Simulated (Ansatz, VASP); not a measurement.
Two plane-wave programs on Bi

Contents of INCAR:

```
PREC = Accurate
ENCUT = 520
EDIFF = 1E-7
ISMEAR = -1
SIGMA = 0.05
LREAL = False
LASPH = True
NELM = 80
ALGO = Fast
ISIF = 2
LWAVE = False
LCHARG = True
GGA = PS
LELF = True
LVHAR = True
NBANDS = 22
```

KPOINTS

```
regular mesh
0
Gamma
  7 7 4
```

POSCAR

```
Bi
1.0
    3.2383762460     -0.0323837625      0.0000000000
   -0.0322164332      3.2216433200      0.0000000000
   -0.0804548793      0.0008045488      6.4438887882
Bi
2
Direct
    0.5442472500      0.0000000000      0.7495778900
    0.4557527500      0.0000000000      0.2504221100
```

Contents of input.yaml:

```yaml
crystal:
  lattice:
    - [3.238376246, -0.0323837625, 0.0]
    - [-0.0322164332, 3.22164332, 0.0]
    - [-0.0804548793, 0.0008045488, 6.4438887882]
  atoms:
    - { symbol: Bi, position: [0.54424725, 0.0, 0.74957789] }
    - { symbol: Bi, position: [0.45575275, 0.0, 0.25042211] }
hamiltonian:
  xc: pbesol
  pseudopotentials: { kind: paw }
kpoints:
  mp_grid: { grid: [7, 7, 4] }
  band_path:
    path:
      - [[0.0, 0.0, 0.5], [0.0, 0.0, 0.0], [0.0, 0.5, 0.0]]
      - [[0.0, 0.5, 0.5], [0.0, 0.0, 0.0], [-0.5, 0.0, 0.0]]
      - [[-0.5, 0.0, 0.5], [0.0, 0.0, 0.0], [-0.5, 0.5, 0.0]]
      - [[-0.5, 0.5, 0.5], [0.0, 0.0, 0.0]]
    npoints: 14
scf:
  occupations: { method: fermi_dirac, width: 0.05 }
  n_extra_bands: 6
output:
  forces: true
  stress: true
  eigenvalues: true
  fatbands: false
```

This isn't the form of Bi at room conditions, which is rhombohedral.

Alike in both runs: functional PBEsol; k mesh 7 × 7 × 4; occupations fermi-dirac, width 0.05 eV; no spin polarisation.

```csv
,VASP,Ansatz
version,VASP 6.6.1,Ansatz 0.2.0
potentials or method,"VASP PAW PBE potentials, release 64 (Bi_d)",Ansatz PAW
plane-wave cutoff (eV),520,420
valence electrons in the cell,30,30
task,single point,band structure
```

```csv
,VASP,Ansatz,Ansatz less VASP
gap on the k mesh at the Fermi level (eV),none,none,-
pressure (GPa),-0.6,-0.5,+0.08
largest component of the traceless stress (GPa),0.57,0.57,-0.001
rms of the force components (eV/Å),0.003,0.003,-0.0001
```

Atom by atom the forces differ by 0.000 eV/Å (rms over components). A gap of «none» marks a metal or a gap that the smearing closes.

Caveats: spin-orbit coupling is left out, which moves the levels of the heavy elements; the PAW data sets were made with another functional, which shifts forces and pressure a little (VASP); the PAW data sets come from PBE, with cores solved anew for the run's functional, which leaves a small shift of forces and pressure (Ansatz).
